# Stretching aluminium: how fast does the tension grow?

Near its relaxed volume, aluminium answers a volume change of 1% with a pressure change of about 0.8 GPa. In the calculation used here, the pressure itself is the small difference between two opposing effects of about 320 to 440 GPa each. The practical question is whether the same 0.8 GPa per percent still holds when the metal is stretched further. Here it is put to a perfect crystal, computed with density-functional theory and scaled equally in all directions.

GPAW 26.7.0, PBEsol with PAW data sets and a 600 eV plane-wave cutoff, for fcc aluminium in a one-atom cell scaled equally in all directions. All runs use an 11 × 11 × 11 k-point mesh and Fermi-Dirac smearing of 0.05 eV, without spin polarisation. Pressure is positive in compression.

```
volume (Å³/atom)  shortest distance (Å)  pressure (GPa)
          14.689                  2.749          10.340
          15.626                  2.806           3.480
          16.110                  2.835           0.670
          16.603                  2.864          -1.780
          17.106                  2.892          -3.890
          17.619                  2.921               ?
          18.676                  2.978               ?
```

## What happens

Positive pressure means that the cell is squeezed and pushes outward. Negative pressure means tension: the cell is stretched and would contract if released. The sign changes between 16.110 and 16.603 Å³ per atom.

The known rows do not lie on a straight line. At the squeezed end each added Å³ lowers the pressure by 7.3 GPa, but in the last known step by only 4.2 GPa. The metal softens as it expands, and it does so at every known step.

## Why

The first effect is kinetic. Electrons given more room have longer wavelengths and less kinetic energy, so this part of the energy favours expansion. The filled part of the bands in the same runs narrows to 0.91 of its width between 14.689 and 17.106 Å³, while free electrons would give 0.90. This supports the picture of electrons in a growing box, but free electrons in such a box would supply less than half of the push. The rest is expected to come from the regions near the ions: as the cell grows, the outer electrons spend less time there, where they move fastest.

The second effect is attraction. Expansion weakens the binding between electrons and ions, so the electrostatic and exchange-correlation energies rise and pull the cell inward. The energy parts of these runs show both effects fading. The kinetic push drops from 439 GPa in the first known step to 317 GPa in the last, and the pull from 432 to 320 GPa. The push fades more, so the balance tips from outward pressure to tension.

What comes next is argued from theory. The pull itself dies away as the atoms separate, so tension cannot go on growing at a constant rate. This limit does not say how soon the growth slows; for that the forecast relies on the bend already seen in the known rows. A diatomic molecule behaves in a similar way: its restoring force first grows as the bond is stretched, then levels off and fades. The likeness covers only the shape of the curve, because a metal shares its binding among many neighbours and has its own stiffness.

## How large: the forecast

The molecular picture becomes a formula in three steps. Let $X=(V/V_0)^{1/3}$ be the cell edge relative to its value at zero pressure, where $V$ is the volume and $V_0$ the volume at zero pressure. Take a binding energy proportional to $-(1+u)e^{-u}$, with $u=\eta(X-1)$ measuring the stretch. Pressure $P$ is minus the slope of energy against volume, which gives the Vinet equation:

$$P=3B_0\,\frac{1-X}{X^2}\,e^{\eta(1-X)}.$$

Here $B_0$ is the bulk modulus at zero pressure, the resistance to a uniform volume change, and $\eta$ sets how quickly the binding force decays. A fit to the five known rows gives $V_0=16.24$ Å³, $B_0=83.5$ GPa and $\eta\approx4.9$. The full output follows this text.

The cell at 18.676 Å³, which was not part of the fit, serves as the worked case. Its relative edge is $X=(18.676/16.24)^{1/3}\approx1.0477$, so

$$P\approx-3(83.5)\,\frac{0.0477}{1.0477^2}\,e^{-4.9(0.0477)}\approx-8.6\ \text{GPa}.$$

The exponential lowers the tension by about a fifth. In the model this factor stands for the fading of the net binding force.

Both withheld cells should therefore be under tension, deeper at the larger volume but well short of a straight continuation of the last known step:

- 17.619 Å³: near −5.7 GPa, with an error bar of ±0.06 GPa; the straight line gives −6.0 GPa.
- 18.676 Å³: near −8.6 GPa, with an error bar of ±0.20 GPa; the straight line gives −10.5 GPa.

The error bars are judgements. They allow for the choice of equation and for the rounding of the known pressures, which extrapolation magnifies. The second is wider because that cell lies much farther from the known rows.

## The computed values

The withheld rows as computed:

```
volume (Å³/atom)  shortest distance (Å)  pressure (GPa)
          17.619                  2.921          -5.690
          18.676                  2.978          -8.480
```

Both values fall inside their error bars. The fit misses by 0.03 GPa at the nearer volume and by 0.15 GPa at the farther one. The straight line is 2.0 GPa too deep at the farther volume, so softening is no fine correction there. At the nearer volume it is only about 0.35 GPa too deep, and "well short" was too strong a phrase for that row.

The two misses have the same sign: the computed tension is weaker than forecast. Between the two cells it grows by $8.48-5.69=2.79$ GPa, where the fit had $8.63-5.72=2.91$ GPa. Aluminium in this calculation thus softens somewhat faster than the fitted curve. Rounding of the known pressures is not the main cause: the unrounded values of the same runs can be expected to remove only a small part of the farther miss. The fixed shape of the equation and the untested mesh of electron wavevectors remain possible causes, and these rows cannot tell them apart.

The Birch-Murnaghan equation, a series in powers of volume fitted to the same five rows, also gives too much tension. At the farther volume it misses by 0.22 GPa. The two equations differ there by only 0.07 GPa, about half the miss of the better one. Their agreement was therefore a poor measure of the true error.

## What to do about it

Use 0.8 GPa per percent of volume only near zero pressure. Across the table the response falls from about 1.1 GPa per percent at the squeezed end to about 0.5 GPa at the stretched end. These figures hold for equal strain in all three directions. A film that is free to relax through its thickness carries a different stress.

Measure strain from the volume of zero pressure, not from whichever cell the calculation started with. The input cell here, at 16.603 Å³, is already under 1.78 GPa of tension. The computed zero also belongs to a lattice at rest. Thermal vibration normally adds outward pressure, so a warm crystal held at the same volume would be under less tension.

For a volume beyond the computed range, a binding curve is a far safer guide than a straight line. Its close fit to the known rows is no error bar, however: the typical residual was 0.003 GPa, while the farther forecast missed by 0.15 GPa. If a decision depends on a tenth of a GPa, compute a cell at the volume in question and test the wavevector mesh there. That deals only with numerical error: another functional can be expected to shift the pressure at a fixed volume by more than a tenth of a GPa.

Numerical output:

```
Fall of pressure per volume, first known step (GPa/Å³): 7.321
Fall of pressure per volume, second known step (GPa/Å³): 5.806
Fall of pressure per volume, third known step (GPa/Å³): 4.97
Fall of pressure per volume, last known step (GPa/Å³): 4.195
Outward push of kinetic energy, first known step (GPa): 438.7
Inward pull of the other energy parts, first known step (GPa): 432
Outward push of kinetic energy, last known step (GPa): 316.8
Inward pull of the other energy parts, last known step (GPa): 319.6
Filled band width at 17.106 over that at 14.689 Å³, computed: 0.9119
Same ratio for free electrons: 0.9034
fit of pressure on 5 rows: coefficient of exp(-s*(y-1))/y**2 238.1 +/- 0.11, coefficient of exp(-s*(y-1))/y -239.9 +/- 0.11, s 4.938; rms 0.00314, worst 16.603 0.00582, leave-one-out rms 0.0162
  rows outside the fit (model, value, miss): 17.619 -5.721, -5.69, -0.0315; 18.676 -8.627, -8.48, -0.147
fit of pressure on 5 rows: coefficient of y**(-5) -100.5 +/- 3, coefficient of y**(-7) 79.17 +/- 5.7, coefficient of y**(-9) 19.55 +/- 2.8; rms 0.00494, worst 16.603 0.00857, leave-one-out rms 0.0328
  rows outside the fit (model, value, miss): 17.619 -5.736, -5.69, -0.0461; 18.676 -8.697, -8.48, -0.217
Volume of zero pressure from the Vinet fit (Å³): 16.24
Bulk modulus at zero pressure from the Vinet fit (GPa): 83.54
Forecast at 17.619 Å³, error bar 0.06 (GPa): -5.721
Forecast at 18.676 Å³, error bar 0.20 (GPa): -8.627
Birch-Murnaghan less Vinet at 17.619 Å³ (GPa): -0.01464
Birch-Murnaghan less Vinet at 18.676 Å³ (GPa): -0.07048
Straight continuation of the last known step to 17.619 Å³ (GPa): -6.042
Straight continuation of the last known step to 18.676 Å³ (GPa): -10.48
```
